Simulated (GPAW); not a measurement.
Crystal: Sn.

```xyz
2
Lattice="4.4550 0.0000 0.0000 -3.3067 2.9854 0.0000 -0.5741 -1.4927 4.1580" Properties=species:S:1:pos:R:3 pbc="T T T"
Sn    0.0000    0.0000    0.0000
Sn    2.2275    0.0000    2.0790
```

- Program: GPAW 26.7.0
- Task: relaxation of cell and atoms
- Functional: BLYP
- Dispersion: D4
- Potentials or basis: PAW data sets generated in the run's folder for this functional
- Cutoff: 600 eV
- Basis: pw
- k mesh: 7 × 7 × 7
- Occupations: fermi-dirac, width 0.05 eV
- Spin: no spin polarisation

At the start: pressure 0.9 GPa; volume 27.65 Å³/atom.

Problem. Where does the relaxation end?

Solution. Over 5 steps the energy falls by 2.2 meV/atom and the volume is 28.21 Å³/atom (+2.0 %); space group I4_1/amd (No. 141, to 0.05 Å).

Step by step:
| step | energy change (eV) | largest force (eV/Å) | pressure (GPa) | volume (Å³) |
| --- | --- | --- | --- | --- |
| 1 | 0.0000 | 0.0000 | 0.91 | 55.30 |
| 2 | -0.0012 | 0.0000 | 0.74 | 55.49 |
| 3 | -0.0040 | 0.0000 | -0.08 | 56.44 |
| 4 | -0.0040 | 0.0000 | -0.09 | 56.45 |
| 5 | -0.0044 | 0.0000 | -0.05 | 56.42 |

Final structure:
```cif
data_structure
_symmetry_space_group_name_H-M 'P 1'
_symmetry_Int_Tables_number 1
_cell_length_a 4.4720
_cell_length_b 4.4720
_cell_length_c 4.4720
_cell_angle_alpha 97.591
_cell_angle_beta 97.591
_cell_angle_gamma 137.375
_cell_volume 56.42
loop_
_atom_site_label
_atom_site_type_symbol
_atom_site_fract_x
_atom_site_fract_y
_atom_site_fract_z
_atom_site_occupancy
Sn1 Sn 0.00000 0.00000 0.00000 1
Sn2 Sn 0.75000 0.25000 0.50000 1
```

Caveat: later steps reuse the first step's grids; pairwise dispersion overbinds metals, which lowers pressure and volume.
